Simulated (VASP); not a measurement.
All values below come from LDA (Ceperley-Alder, Perdew-Zunger), VASP's LDA PAW potentials (set 64) (plane waves; VASP). Each cell was relaxed at this level, without spin-orbit coupling.

**Question.** Which of these comes out without a gap?
A) CsI, Pm-3m (221)
B) SnO2, P4_2/mnm (136)
C) SrCl2, Fm-3m (225)
D) PtTe2, P-3m1 (164)

**Answer.** D, PtTe2, P-3m1 (164). The others have gaps of 1.14 eV (SnO2, P4_2/mnm (136)), 5.10 eV (SrCl2, Fm-3m (225)), 3.78 eV (CsI, Pm-3m (221)).
